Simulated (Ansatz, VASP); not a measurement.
# Two plane-wave programs on Au

POSCAR

```
Au
1.0
    2.7484100000      0.0000000000      0.0000000000
    0.0000000000      2.7484100000      0.0000000000
    0.0000000000      0.0000000000      2.7484100000
Au
1
Direct
    0.5000000000      0.5000000000      0.5000000000
```

Contents of INCAR.step1:

```
SYSTEM = Au
ALGO = Normal
EDIFF = 1E-4
ENCUT = 520
GGA = PE
ISMEAR = -1
LASPH = .True.
LCHARG = .False.
LREAL = .False.
LWAVE = .True.
NBANDS = 12
NELM = 80
PREC = Accurate
SIGMA = 0.05
```

File INCAR.step2:

```
SYSTEM = Au
ALGO = Normal
EDIFF = 1E-7
ENCUT = 520
ISIF = 2
ISMEAR = -1
ISTART = 1
LASPH = .True.
LCHARG = .True.
LELF = .True.
LMIXTAU = .True.
LREAL = .False.
LVHAR = .True.
LWAVE = .False.
METAGGA = R2SCAN
NBANDS = 12
NELM = 80
PREC = Accurate
SIGMA = 0.05
```

KPOINTS

```
k-points
0
Gamma
  10 10 10
  0 0 0
```

input.yaml

```yaml
crystal:
  lattice:
    - [2.74841, 0.0, 0.0]
    - [0.0, 2.74841, 0.0]
    - [0.0, 0.0, 2.74841]
  atoms:
    - { symbol: Au, position: [0.5, 0.5, 0.5] }
hamiltonian:
  xc: r2scan
  pseudopotentials: { kind: paw }
kpoints:
  mp_grid: { grid: [10, 10, 10] }
  band_path:
    path:
      - [[0.0, 0.0, 0.0], [0.0, 0.5, 0.0], [0.5, 0.5, 0.0], [0.0, 0.0, 0.0], [0.5, 0.5, 0.5], [0.0, 0.5, 0.0]]
      - [[0.5, 0.5, 0.0], [0.5, 0.5, 0.5]]
    npoints: 14
scf:
  occupations: { method: fermi_dirac, width: 0.05 }
  n_extra_bands: 6
output:
  forces: true
  stress: true
  eigenvalues: true
  fatbands: true
```

The cell was built by a generator and needn't be a form met in nature.

Alike in both runs: functional r2SCAN; k mesh 10 × 10 × 10; occupations fermi-dirac, width 0.05 eV; no spin polarisation.

|  | VASP | Ansatz |
| --- | --- | --- |
| version | VASP 6.6.1 | Ansatz 0.2.0 |
| potentials or method | VASP PAW PBE potentials, release 64 (Au) | Ansatz PAW |
| plane-wave cutoff (eV) | 520 | 500 |
| valence electrons in the cell | 11 | 19 |
| task | single point | band structure |

|  | VASP | Ansatz | Ansatz less VASP |
| --- | --- | --- | --- |
| gap on the k mesh at the Fermi level (eV) | none | none | - |
| pressure (GPa) | -3.0 | -3.3 | -0.23 |

A gap of «none» marks a metal or a gap that the smearing closes. The functional is the same, so the differences come from potentials, cutoffs and numerics. The two sets of potentials don't hold the same shells in valence.

Caveats: the PAW data sets were made with another functional, which shifts forces and pressure a little (VASP); spin-orbit coupling is left out, which moves the levels of the heavy elements (Ansatz); the PAW data sets come from PBE, with cores solved anew for the run's functional, which leaves a small shift of forces and pressure (Ansatz). The runs have no spin-orbit coupling, so splittings on Au are missing.
